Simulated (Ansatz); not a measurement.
**Ge in Ansatz: the effect of functional**

The system is Ge.

```
Ge
1.0
     1.36863   -2.54743    0.00000
     1.36863    2.54743    0.00000
     0.00000    0.00000    2.64315
Ge
1
Direct
  0.50000 0.50000 0.00000
```

This isn't the form of Ge at room conditions, which is diamond.

The cell isn't the ideal one: volume scaled by 0.94.

Alike in all runs:

```yaml
Program: Ansatz 0.2.0
Task: single point
Potentials_or_basis: Ansatz PAW
k_mesh: 11 × 11 × 10
Occupations: fermi-dirac, width 0.05 eV
Spin: no spin polarisation
```

```tsv
functional	cutoff	pressure (GPa)
LDA	420 eV (not typed: the program's choice for these potentials)	?
PBEsol	420 eV (not typed: the program's choice for these potentials)	0.1
r2SCAN	500 eV (not typed: the program's choice for these potentials)	1.3
```

Task: What does the run with functional LDA give?

Result: Pressure -1.8 GPa.

Caveats: the PAW data sets come from PBE, with cores solved anew for the run's functional, which leaves a small shift of forces and pressure.
